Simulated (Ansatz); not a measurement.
# C in Ansatz: convergence with scf exx energy threshold

Input of the first run (scf exx energy threshold 0.01); the others differ in this setting and in those tied to it:

File input.yaml:

```yaml
crystal:
  lattice:
    - [0.0, 1.78337, 1.78337]
    - [1.78337, 0.0, 1.78337]
    - [1.78337, 1.78337, 0.0]
  atoms:
    - { symbol: C, position: [0.75, 0.75, 0.75] }
    - { symbol: C, position: [0.5, 0.5, 0.5] }
hamiltonian:
  xc: hse06
  pseudopotentials: { kind: paw }
kpoints:
  mp_grid: { grid: [7, 7, 7] }
scf:
  occupations: { method: cold, width: 0.1 }
  exx: { energy_threshold: 0.01 }
output:
  forces: true
  stress: true
  eigenvalues: true
```

Potentials or basis: Ansatz PAW.

The run is started by

```bash
$ ansatz run input.yaml --threads 2 --pin off --max-ram 5632MiB --backend cpu --events-out ev --progress --plain --runs-dir out
```

This isn't the form of C at room conditions, which is graphite.

Hardware: 2 threads of Intel(R) Xeon(R) Processor @ 2.50GHz (Skylake/Cascade Lake), on a shared host.

```csv
scf exx energy threshold,"energy less the tightest run, at zero smearing (meV/atom)",SCF cycles,CPU time (s),peak memory (GiB)
0.01,0.00,9,17,0.48
0.001,0.00,9,16,0.47
0.0001,0.00,9,16,0.47
1e-05,0.00,9,16,0.48
1e-06,0.00,9,17,0.47
1e-07,0.00,11,18,0.48
```

Against the tightest run, the energy stays within 1 meV/atom from 0.01 on. The tightest run that finished is the yardstick and may itself not be fully converged.

Caveat, for the tightest run too: the k mesh is coarse (spacing up to 0.44 Å⁻¹), so the values aren't converged, least of all with exact exchange; odd divisions of the mesh miss points on the zone boundary, where band edges often lie, so the gap on the mesh can be too wide.
